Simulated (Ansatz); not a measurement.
# SiO2: the cost of one run

Method: DFT PBE, scalar-relativistic, plane waves, PAW, in Ansatz 0.2.0.

1 further run of the same task is left out (set aside as unsound or not needed).

## (1) The starting structure

Symmetry: P4_12_12, No. 92, tetragonal system. The conventional cell has a = 5.084 Å, b = 5.084 Å, c = 7.101 Å, α = 90.00°, β = 90.00°, γ = 90.00°. Si (site symmetry 2) is surrounded by 4 O at 1.62 to 1.63 Å. O (site symmetry 1) is surrounded by 2 Si at 1.62 to 1.63 Å.

As a file:

```
CELL_PARAMETERS angstrom
5.08370 0.00000 0.00000
0.00000 5.08370 0.00000
0.00000 0.00000 7.10088
ATOMIC_POSITIONS crystal
Si 0.29386 0.29386 0.00000
Si 0.20614 0.79386 0.25000
Si 0.70614 0.70614 0.50000
Si 0.79386 0.20614 0.75000
O 0.24118 0.09345 0.17423
O 0.40655 0.74118 0.42423
O 0.75882 0.90655 0.67423
O 0.59345 0.25882 0.92423
O 0.74118 0.40655 0.57577
O 0.90655 0.75882 0.32577
O 0.25882 0.59345 0.07577
O 0.09345 0.24118 0.82577
```

It is the result of an earlier relaxation at this level (volume 15.29 Å³/atom; gap on the mesh: 5.51 eV).

## (2) Static run: bands, density of states and charges

input.yaml

```yaml
crystal:
  lattice:
    - [5.0837000502, 0.0, 0.0]
    - [0.0, 5.0837000502, 0.0]
    - [0.0, 0.0, 7.1008764821]
  atoms:
    - { symbol: Si, position: [0.2938575658, 0.2938575658, 0.0] }
    - { symbol: Si, position: [0.2061424342, 0.7938575658, 0.25] }
    - { symbol: Si, position: [0.7061424342, 0.7061424342, 0.5] }
    - { symbol: Si, position: [0.7938575658, 0.2061424342, 0.75] }
    - { symbol: O, position: [0.2411800967, 0.0934526103, 0.1742257708] }
    - { symbol: O, position: [0.4065473897, 0.7411800967, 0.4242257708] }
    - { symbol: O, position: [0.7588199033, 0.9065473897, 0.6742257708] }
    - { symbol: O, position: [0.5934526103, 0.2588199033, 0.9242257708] }
    - { symbol: O, position: [0.7411800967, 0.4065473897, 0.5757742292] }
    - { symbol: O, position: [0.9065473897, 0.7588199033, 0.3257742292] }
    - { symbol: O, position: [0.2588199033, 0.5934526103, 0.0757742292] }
    - { symbol: O, position: [0.0934526103, 0.2411800967, 0.8257742292] }
basis:
  ecutwfc: 420
kpoints:
  mp_grid: { grid: [6, 6, 4] }
  band_path:
    path:
      - [[0.0, 0.0, 0.0], [0.0, 0.5, 0.0], [0.5, 0.5, 0.0], [0.0, 0.0, 0.0], [0.0, 0.0, 0.5], [0.0, 0.5, 0.5], [0.5, 0.5, 0.5], [0.0, 0.0, 0.5]]
      - [[0.0, 0.5, 0.0], [0.0, 0.5, 0.5]]
      - [[0.5, 0.5, 0.0], [0.5, 0.5, 0.5]]
    npoints: 10
hamiltonian:
  xc: pbe
scf:
  occupations: { method: gaussian, width: 0.02 }
  n_extra_bands: 30
output:
  forces: true
  stress: true
  eigenvalues: true
  populations: true
  dos: { projected: true, de: 0.02, nscf_kmesh: { grid: [9, 9, 6] } }
  bader: false
  write_density: true
  write_potential: true
  elf: true
  volumetric_format: npy
```

Run with:

```sh
> ansatz run input.yaml --threads 2 --pin off --max-ram 5120MiB --backend cpu --events-out ev --progress --plain --runs-dir out
```

What time and memory should one allow on 2 threads of Arm Neoverse V2, shared host?

About 84 s, with a peak of 0.84 GiB.
